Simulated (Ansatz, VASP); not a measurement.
## One calculation of HfN, two programs

File INCAR:

```
PREC = Accurate ; ENCUT = 520
EDIFF = 1E-7 ; ISMEAR = 0
SIGMA = 0.15 ; LREAL = F
LASPH = T ; NELM = 80
ALGO = Normal ; ISIF = 2
LWAVE = F ; LCHARG = F
GGA = PS ; NBANDS = 14
```

Contents of KPOINTS:

```
regular mesh
0
Gamma
  16 16 16
```

File POSCAR:

```
HfN
1.0
    0.0000000000      2.5530148800      2.6512077600
    2.5530148800      0.0000000000      2.6512077600
    2.5530148800      2.5530148800      0.0000000000
Hf N
1 1
Direct
    0.0000000000      0.0000000000      0.0000000000
    0.7500000000      0.7500000000      0.7500000000
```

Input for Ansatz:

```yaml
crystal:
  lattice:
    - [0.0, 2.55301488, 2.65120776]
    - [2.55301488, 0.0, 2.65120776]
    - [2.55301488, 2.55301488, 0.0]
  atoms:
    - { symbol: Hf, position: [0.0, 0.0, 0.0] }
    - { symbol: "N", position: [0.75, 0.75, 0.75] }
basis:
  ecutwfc: 420
kpoints:
  mp_grid: { grid: [16, 16, 16] }
hamiltonian:
  xc: pbesol
scf:
  occupations: { method: gaussian, width: 0.15 }
output:
  forces: true
  stress: true
  eigenvalues: true
```

Change from the starting cell: strain +0.040 along x and y, +0.080 along z, atoms carried along.

Alike in both runs: task single point; functional PBEsol; k mesh 16 × 16 × 16; occupations gaussian, width 0.15 eV; no spin polarisation.

```csv
,VASP,Ansatz
version,VASP 6.6.1,Ansatz 0.2.0
potentials or method,"VASP PAW PBE potentials, release 64 (Hf_pv, N)","scalar-relativistic, plane waves, PAW"
plane-wave cutoff (eV),520,420
valence electrons in the cell,15,31
```

```csv
,VASP,Ansatz,Ansatz less VASP
gap on the k mesh at the Fermi level (eV),none,none,-
pressure (GPa),-26.4,-25.5,+0.93
largest component of the traceless stress (GPa),3.82,3.80,-0.016
```

A gap of «none» marks a metal or a gap that the smearing closes. The two sets of potentials don't hold the same shells in valence.

Caveats: so large a pressure means that the cell lies far from this level's equilibrium, or that cutoff or potentials fall short (VASP); the potentials were made for another functional, which shifts forces and pressure (VASP). The runs have no spin-orbit coupling, so splittings on Hf are missing.
